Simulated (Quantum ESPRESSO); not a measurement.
**As under changes of volume**

One of the cells (19.764 Å³/atom); the others are scaled copies at fixed shape and fractional positions:

```xyz
1
Lattice="2.7037 0.0000 0.0000 0.0000 2.7037 0.0000 0.0000 0.0000 2.7037" Properties=species:S:1:pos:R:3 pbc="T T T"
As    1.3518    1.3518    1.3518
```

This isn't the form of As at room conditions, which is rhombohedral.

* Program: Quantum ESPRESSO 7.5
* Functional: PBE
* Potentials or basis: SSSP 1.3 efficiency PBE
* Cutoff: 748 eV
* Density cutoff: 5987 eV
* k mesh: 10 × 10 × 10
* Occupations: fermi-dirac, width 0.05 eV
* Spin: no spin polarisation

| volume (Å³/atom) | energy over the lowest point (meV/atom) | pressure (GPa) |
| --- | --- | --- |
| 18.578 | 42.87 | 8.7 |
| 18.973 | 24.44 | 6.3 |
| 19.368 | 11.54 | 4.2 |
| 19.764 | ? | ? |
| 20.159 | 0.00 | 0.6 |
| 20.554 | 0.51 | -1.0 |
| 20.949 | 4.70 | -2.4 |

Question: What does the run at 19.764 Å³/atom give?

Answer: Energy over the lowest point 3.54 meV/atom; pressure 2.3 GPa.

Worked out: A Birch-Murnaghan fit of order 3 (a polynomial in V^(-2/3)) to the other rows has its minimum at 20.30 Å³/atom with B0 = V·E''(V) = 81 GPa and B' = 4.1. It gives 3.52 meV/atom at 19.764 Å³/atom, against the run's 3.54, and -dE/dV = 2.3 GPa, against 2.3.

Energies are extrapolated to zero smearing.
